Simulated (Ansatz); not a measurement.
C vacancy in SiC

Theory: DFT HSE06, scalar-relativistic, plane waves, PAW in Ansatz 0.2.0. Run with 420 eV cutoff, 2×2×2 k-mesh, Gaussian smearing of 0.01 eV, no spin polarisation.

Host crystal, relaxed:

```
Si C
1.0
     3.07278    0.00000    0.00000
    -1.53639    2.66110    0.00000
     0.00000    0.00000   10.05682
Si C
4 4
Direct
  0.66667 0.33333 0.93784
  0.33333 0.66667 0.43784
  0.00000 0.00000 0.68794
  0.00000 0.00000 0.18794
  0.66667 0.33333 0.74979
  0.33333 0.66667 0.24979
  0.00000 0.00000 0.50043
  0.00000 0.00000 0.00043
```

Supercell of 32 atoms, rows in host cell vectors: 0 -2 0; 2 2 0; 0 0 1. Atoms relax at the host's cell from a start displaced at random by 0.06 Å near the defect, so other minima may exist. The cell is small, so energies carry finite-size errors of tenths of an eV. The host's Kohn–Sham gap is 3.15 eV.

Defect: C vacancy set at (0.667, 0.333, 0.750) of the host cell. Before relaxation its nearest neighbours are 3 Si at 1.88 Å, 1 Si at 1.89 Å.

```tsv
charge	moment (μB)	largest move (Å)	atoms near the site
0	0.00	0.03	1 Si at 1.87 Å, 2 Si at 1.90 Å, 1 Si at 1.91 Å
```

Cost: 2 runs of about 12 core-minutes in all, on AMD EPYC 9R45 (Zen 5) (shared hosts).